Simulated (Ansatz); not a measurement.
Runs of Ansatz 0.2.0 on Ir. The structure is cubic, space group Fm-3m (No. 225). The conventional cell has a = 3.831 Å, b = 3.831 Å, c = 3.831 Å, α = 90.00°, β = 90.00°, γ = 90.00°. Around Ir (site symmetry m-3m) lie 12 Ir at 2.71 Å. 

| level | gap on the mesh (eV) | pressure (GPa) | relaxed volume (Å³/atom) |
| --- | --- | --- | --- |
| PBE+D3(BJ) | none | 0.0 | 14.15 |
| PBE+D3(BJ)-ATM | none | 0.0 | 14.23 |
| PBE+D4 | none | 0.0 | 14.12 |
| PBE | none | 0.0 | (a) |

Alike in all rows: task relaxation of cell and atoms; potentials or basis Ansatz PAW; no spin polarisation; cell relaxed; k mesh 12 × 12 × 12; cutoff (eV) 420; smearing fermi-dirac 0.05 eV.

Question: Fill in the values left out.

Answer: (a) 14.48.

Caveats: the plane-wave basis is chosen anew once the cell has moved, so the energies of steps on either side of that aren't comparable; pairwise dispersion overbinds metals, which lowers pressure and volume (some runs).

A k mesh can miss the band edges, and the runs leave out spin-orbit coupling on Ir.

A gap of «none» marks a metal or a gap under the smearing width.
